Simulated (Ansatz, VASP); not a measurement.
KMgF3 in VASP and in Ansatz

```
K Mg F
1.0
     3.92422    0.00000    0.00000
     0.00000    3.92422    0.00000
     0.00000    0.00000    3.92422
K Mg F
1 1 3
Direct
  0.50000 0.50000 0.50000
  0.00000 0.00000 0.00000
  0.50000 0.00000 0.00000
  0.00000 0.50000 0.00000
  0.00000 0.00000 0.50000
```

Alike in both runs: task single point; functional r2SCAN; k mesh 6 × 6 × 6; no spin polarisation.

|  | VASP | Ansatz |
| --- | --- | --- |
| version | VASP 6.6.1 | Ansatz 0.2.0 |
| potentials or method | VASP PAW PBE potentials, release 64 (K_sv, Mg, F) | scalar-relativistic, plane waves, PAW |
| plane-wave cutoff (eV) | 520 | 560 |
| occupations | gaussian, width 0.01 eV | fixed |
| valence electrons in the cell | 32 | 40 |

Ansatz gave:

- gap on the k mesh at the Fermi level (eV): 8.65
- least direct gap on the mesh (eV): 8.96
- pressure (GPa): 3.7

Q: Which values does VASP return?

A: gap on the k mesh at the Fermi level (eV): 8.63; least direct gap on the mesh (eV): 8.95; pressure (GPa): 3.1.

The two sets of potentials don't hold the same shells in valence.

Caveats: the PAW data sets were made with another functional, which shifts forces and pressure a little (VASP). r2SCAN opens gaps a little over a GGA but as a rule still falls short of measured ones. A k mesh can miss the band edges.
